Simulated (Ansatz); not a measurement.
Runs of Ansatz 0.2.0 on SrO. The structure is cubic, space group Fm-3m (No. 225). The conventional cell has a = 5.133 Å, b = 5.133 Å, c = 5.133 Å, α = 90.00°, β = 90.00°, γ = 90.00°. Around Sr (site symmetry m-3m) lie 6 O at 2.57 Å. O (site symmetry m-3m) is surrounded by 6 Sr at 2.57 Å. 

```tsv
task	level	cell	k mesh	cutoff (eV)	smearing	basis error allowed	mesh quality	gap on the mesh (eV)	pressure (GPa)	relaxed volume (Å³/atom)
relaxation of cell and atoms	RPBE+D4	relaxed	9 × 9 × 9	-	fermi-dirac 0.05 eV	0.001 eV/atom	not flagged	3.50	0.0	(a)
single point	PBE	as given	4 × 4 × 4	183	fermi-dirac 0.02 eV	0.004 eV/atom	coarse	3.30	(b)	-
single point	PBE	as given	9 × 9 × 9	217	gaussian 0.028 eV	0.001 eV/atom	not flagged	3.37	3.3	-
relaxation of cell and atoms	revPBE+D4	relaxed	9 × 9 × 9	-	fermi-dirac 0.05 eV	0.001 eV/atom	not flagged	(d)	0.0	(c)
band structure	RPBE	as given	9 × 9 × 9	217	fermi-dirac 0.05 eV	0.001 eV/atom	not flagged	3.49	6.4	-
relaxation of cell and atoms	PBEsol+D3(BJ)	relaxed	9 × 9 × 9	-	fermi-dirac 0.05 eV	0.001 eV/atom	not flagged	3.23	0.0	16.35
relaxation of cell and atoms	LDA	relaxed	9 × 9 × 9	-	fermi-dirac 0.05 eV	0.001 eV/atom	not flagged	3.18	0.0	16.23
```

Alike in all rows: potentials or basis all-electron LAPW, scalar-relativistic; no spin polarisation.

Q: Fill in the values left out.

A: (a) 17.53; (b) 3.4; (c) 17.40; (d) 3.47.

Caveats: some runs use coarse meshes; an odd mesh through Γ misses points on the zone boundary, where band edges often lie (some runs).

A k mesh can miss the band edges, and the runs leave out spin-orbit coupling on Sr.

Not every run made on this cell is shown here.
